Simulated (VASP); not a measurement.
H:

```
CELL_PARAMETERS angstrom
2.64255 0.00000 0.00000
-0.12280 2.65566 0.00000
0.01330 -0.00496 0.98089
ATOMIC_POSITIONS crystal
H 0.00000 0.00000 0.50000
```

The cell isn't the ideal one: cell strained at random at fixed volume.

| Quantity | Value |
| --- | --- |
| Program | VASP 6.6.1 |
| Task | relaxation of cell and atoms |
| Functional | PBE |
| Dispersion | D3 |
| Potentials or basis | VASP PAW PBE potentials, release 64 (H_s) |
| Cutoff | 480 eV |
| k mesh | 10 × 10 × 26 |
| Occupations | tetrahedron |
| Spin | no spin polarisation |

At the start: pressure 0.7 GPa; volume 6.88 Å³/atom.

Question: Where does the relaxation end?

Answer: Over 11 steps the energy falls by 14.0 meV/atom and the volume is 5.73 Å³/atom (-16.7 %); space group C2/m (No. 12, to 0.05 Å).

The path:
| step | energy change (eV) | largest force (eV/Å) | pressure (GPa) | volume (Å³) |
| --- | --- | --- | --- | --- |
| 1 | 0.0000 | 0.0000 | 0.73 | 6.88 |
| 2 | -0.0008 | 0.0000 | -0.54 | 6.92 |
| 3 | -0.0022 | 0.0000 | -0.93 | 6.35 |
| 4 | -0.0025 | 0.0000 | -0.18 | 6.15 |
| 5 | -0.0025 | 0.0000 | 0.11 | 6.18 |
| 6 | -0.0042 | 0.0000 | 3.54 | 5.40 |
| 7 | -0.0050 | 0.0000 | 4.70 | 5.17 |
| 8 | -0.0077 | 0.0000 | 4.91 | 5.02 |
| 9 | -0.0135 | 0.0000 | 0.79 | 5.74 |
| 10 | -0.0139 | 0.0000 | -0.05 | 5.70 |
| 11 | -0.0140 | 0.0000 | 0.05 | 5.73 |

Final structure:
```
CELL_PARAMETERS angstrom
2.48607 -0.60704 0.01931
-0.72547 2.50764 -0.01498
0.02050 -0.01247 0.98983
ATOMIC_POSITIONS crystal
H 0.00000 0.00000 0.50000
```

Caveat: pairwise dispersion overbinds metals, which lowers pressure and volume; tetrahedron occupations give inexact forces and stress in metals.
